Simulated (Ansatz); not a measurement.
A plane-wave DFT run in Ansatz 0.2.0 (scalar-relativistic PAW potentials unless the input names others): input and command.

```yaml
crystal:
  lattice:
    - [3.8609786478, 0.0, 0.0]
    - [-1.9304893239, 3.3437055925, 0.0]
    - [0.0, 0.0, 15.8378313587]
  atoms:
    - { symbol: Si, position: [0.0, 0.0, 0.0002422708] }
    - { symbol: Si, position: [0.0, 0.0, 0.1497577292] }
    - { symbol: Si, position: [0.3333333333, 0.6666666667, 0.1997309534] }
    - { symbol: Si, position: [0.3333333333, 0.6666666667, 0.3491601014] }
    - { symbol: Si, position: [0.6666666667, 0.3333333333, 0.3993347544] }
    - { symbol: Si, position: [0.6666666667, 0.3333333333, 0.549843376] }
    - { symbol: Si, position: [0.3333333333, 0.6666666667, 0.600156624] }
    - { symbol: Si, position: [0.3333333333, 0.6666666667, 0.7506652456] }
    - { symbol: Si, position: [0.6666666667, 0.3333333333, 0.8008398986] }
    - { symbol: Si, position: [0.6666666667, 0.3333333333, 0.9502690466] }
basis:
  ecutwfc: 420
kpoints:
  mp_grid: { grid: [12, 12, 3] }
hamiltonian:
  xc: pbe
scf:
  occupations: { method: gaussian, width: 0.02 }
  n_extra_bands: 32
  mixing: { algorithm: anderson, beta: 0.1 }
output:
  forces: true
  eigenvalues: true
  stress: true
```

```bash
ansatz run input.yaml --threads 1 --pin off --max-ram 2560MiB --backend cpu --events-out ev --progress --plain --runs-dir out
```

Abridged log:
```
Basis set: ecut = 420 eV, 4049 PW (Γ), exchange–correlation on 54×54×216 points (8 copies of the dense FFT grid, shifted against one another)
Bands: 52, of which v1, the nominal top of the filled ones, is band 20 counted from 1 (19 counted from 0)
Symmetry: 12 space group operations
k-points: 50 of 432
SCF iter   1: F=—  HF=-6358.063743 eV  |F-HF|=—  |Δ(HF+E_count)|=         —  Δρ=1.27e-3  dr2=2.75e-3  ethr=1.77e-3  ⟨swp⟩=6.2  Hψ=13084  notcnv=0  defer=601
SCF iter   2: F=—  HF=-6358.065269 eV  |F-HF|=—  |Δ(HF+E_count)|=   1.53e-3  Δρ=1.12e-3  dr2=2.10e-3  ethr=6.87e-6  ⟨swp⟩=2.1  Hψ=3988  notcnv=0  defer=1105  κ⁻¹=1.0e0(r=1)
SCF iter   3: F=—  HF=-6358.065788 eV  |F-HF|=—  |Δ(HF+E_count)|=   5.19e-4  Δρ=5.65e-4  dr2=5.23e-4  ethr=5.26e-6  ⟨swp⟩=2.0  Hψ=2013  notcnv=0  defer=1105  κ⁻¹=2.1e-3(r=2)
SCF iter   4: F=—  HF=-6358.066048 eV  |F-HF|=—  |Δ(HF+E_count)|=   2.60e-4  Δρ=1.88e-4  dr2=1.51e-4  ethr=1.31e-6  ⟨swp⟩=2.6  Hψ=2303  notcnv=0  defer=1105  κ⁻¹=3.7e-4(r=3)
SCF iter   5: F=—  HF=-6358.066079 eV  |F-HF|=—  |Δ(HF+E_count)|=   3.09e-5  Δρ=9.00e-5  dr2=2.39e-5  ethr=3.77e-7  ⟨swp⟩=2.1  Hψ=1607  notcnv=0  defer=1105  κ⁻¹=5.0e-6(r=4)
SCF iter   6: F=—  HF=-6358.066159 eV  |F-HF|=—  |Δ(HF+E_count)|=   7.99e-5  Δρ=6.01e-5  dr2=6.78e-6  ethr=5.97e-8  ⟨swp⟩=2.4  Hψ=2224  notcnv=0  defer=1105  κ⁻¹=4.4e-7(r=5)
SCF iter   7: F=—  HF=-6358.066159 eV  |F-HF|=—  |Δ(HF+E_count)|=   6.95e-8  Δρ=4.34e-5  dr2=4.05e-6  ethr=1.70e-8  ⟨swp⟩=1.0  Hψ=1336  notcnv=0  defer=1105  κ⁻¹=3.9e-7(r=6)
SCF iter   8: F=—  HF=-6358.066162 eV  |F-HF|=—  |Δ(HF+E_count)|=   3.07e-6  Δρ=1.08e-5  dr2=4.01e-7  ethr=1.01e-8  ⟨swp⟩=2.0  Hψ=2333  notcnv=0  defer=1105  κ⁻¹=1.9e-8(r=7)
SCF iter   9: F=—  HF=-6358.066162 eV  |F-HF|=—  |Δ(HF+E_count)|=   4.70e-8  Δρ=9.31e-6  dr2=2.90e-7  ethr=1.00e-9  ⟨swp⟩=1.0  Hψ=1336  notcnv=0  defer=1105  κ⁻¹=3.6e-8(r=7)
SCF iter  10: F=-6358.066162 eV  HF=-6358.066162 eV  |F-HF|=1.51e-9  |Δ(HF+E_count)|=   6.41e-8  Δρ=2.23e-6  dr2=1.37e-8  ethr=2.50e-10  ⟨swp⟩=14.4  Hψ=17600  notcnv=0
SCF 1 converged in 10 iterations: F = -6358.066162 eV  dr2 = 1.37e-8
SCF converged after 10 iterations
Stability not checked: this state was not tested for a lower state beside it, because the mixer in use, unlike msr1, does not test its closes by its own steps (another_mixer; see scf.mixing.algorithm and scf.lower_state_search)
Free energy (F): -6358.066162 eV
Harris-Foulkes:  -6358.066162 eV  (|F-HF|=1.51e-9)
Internal energy: -6358.066162 eV  (E = F + TS)
E sigma→0 (E₀):  -6358.066162 eV
Fermi energy:    6.400323 eV
--- Forces (eV/Å), atoms counted from 1 ---
  atom   1  Si     0.00000000     0.00000000    -0.00026291
  atom   2  Si     0.00000000     0.00000000     0.00026291
  atom   3  Si     0.00000000     0.00000000     0.00010286
  atom   4  Si     0.00000000     0.00000000    -0.00021795
  atom   5  Si     0.00000000     0.00000000     0.00010616
  atom   6  Si     0.00000000     0.00000000    -0.00064032
  atom   7  Si     0.00000000     0.00000000     0.00064032
  atom   8  Si     0.00000000     0.00000000    -0.00010616
  atom   9  Si     0.00000000     0.00000000     0.00021795
  atom  10  Si     0.00000000     0.00000000    -0.00010286
--- Stress (GPa, compression-positive) ---
       -0.000130       0.000000       0.000000
        0.000000      -0.000130       0.000000
        0.000000       0.000000      -0.003016
  P = ⅓ Tr σ = -0.0011 GPa (-0.011 kbar)
```

Apart from outputs and the relaxation, which only the reference makes, the input differs from a reference run on usual settings in scf.n_extra_bands: not typed → 32; scf.mixing.algorithm: not typed → "anderson"; scf.mixing.beta: not typed → 0.1. The reference, at the same geometry, ended its own course with pressure 0.00 GPa, largest force 0.001 eV/Å, gap on the mesh 0.58 eV. This run converged in 10 SCF iterations with an energy at zero smearing within 0.01 meV/atom of the reference's, pressure 0.00 GPa, largest force 0.001 eV/Å, gap on the mesh 0.58 eV.

It took 25 s on 1 thread of Intel(R) Xeon(R) Platinum 8488C (Sapphire Rapids), on a shared host, peak memory 0.69 GiB.